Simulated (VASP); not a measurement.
Runs of VASP 6.6.1 on Cs2AgBiBr6. It takes space group Fm-3m (No. 225, cubic). Conventional cell: a = 11.232 Å, b = 11.232 Å, c = 11.232 Å, α = 90.00°, β = 90.00°, γ = 90.00°. Around Bi (site symmetry m-3m) lie 6 Br at 2.81 Å. Cs (site symmetry -43m) has 12 Br at 3.97 Å as nearest neighbours. Ag (site symmetry m-3m) has 6 Br at 2.80 Å as nearest neighbours. Around Br (site symmetry 4mm) lie 1 Ag at 2.80 Å and 1 Bi at 2.81 Å. 

| potentials or basis | gap on the mesh (eV) | pressure (GPa) | relaxed volume (Å³/atom) |
| --- | --- | --- | --- |
| VASP PAW PBE potentials, release 64 (Bi_d, Cs_sv, Ag, Br) | 1.90 | 0.0 | 37.75 |
| VASP PAW PBE potentials, release 54 (Bi, Cs_sv, Ag, Br) | 1.90 | 0.0 | 37.76 |
| VASP PAW PBE potentials, release 54 (Bi_d, Cs_sv, Ag, Br) | 1.90 | 0.0 | 37.75 |
| VASP PAW PBE potentials, release 64 (Bi_d_GW, Cs_sv_GW, Ag_sv_GW, Br_GW) | (a) | 0.0 | 37.63 |
| VASP PAW PBE potentials, release 64 (Bi, Cs_sv, Ag, Br) | 1.90 | 0.0 | 37.75 |

Alike in all rows: task relaxation of cell and atoms; level PBE; no spin polarisation; cell relaxed; k mesh 3 × 3 × 3; cutoff (eV) 600; smearing fermi-dirac 0.05 eV.

**Question.** Fill in the values left out.

**Answer.** (a) 1.89.

Caveats: spin-orbit coupling is left out, which as a rule narrows the gap of such compounds by several tenths of an eV; an odd mesh through Γ misses points on the zone boundary, where band edges often lie.

A k mesh can miss the band edges, and the runs leave out spin-orbit coupling on Ag, Bi, Br, Cs.

The runs don't all hold the same shells in valence.
